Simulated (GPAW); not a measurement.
The system is WS2 (Tungstenite).

```
W S
1.0
     3.18000    0.00000    0.00000
    -1.59000    2.75396    0.00000
     0.00000    0.00000   12.50000
W S
2 4
Direct
  0.66667 0.33333 0.75000
  0.33333 0.66667 0.25000
  0.66667 0.33333 0.37500
  0.33333 0.66667 0.87500
  0.66667 0.33333 0.12500
  0.33333 0.66667 0.62500
```

Base run:

* Program: GPAW 26.7.0
* Functional: PBE
* Potentials or basis: PAW data sets generated in the run's folder for this functional
* Cutoff: 600 eV
* Basis: pw
* k mesh: 6 × 6 × 2
* Occupations: fermi-dirac, width 0.05 eV
* Spin: no spin polarisation

Its results: band gap on the k mesh 1.05 eV, indirect (least direct gap 1.73 eV); pressure 2.3 GPa; largest force 0.152 eV/Å.

Task: The run is repeated on the same cell with these changes: functional from PBE to PBEsol; k mesh from 6 × 6 × 2 to 10 × 10 × 3. What comes out?

Result: Band gap on the k mesh 1.07 eV, indirect (least direct gap 2.07 eV); pressure -2.8 GPa; largest force 0.148 eV/Å.

Several settings changed at once, so the effect can't be laid on one alone.

Caveats: spin-orbit coupling is left out, which moves the levels of the heavy elements; this functional lacks dispersion, which binds the layers, so the pressure and a relaxed spacing across them are unreliable; an odd mesh through Γ misses points on the zone boundary, where band edges often lie (some runs).

Not every run made on this cell is shown here.
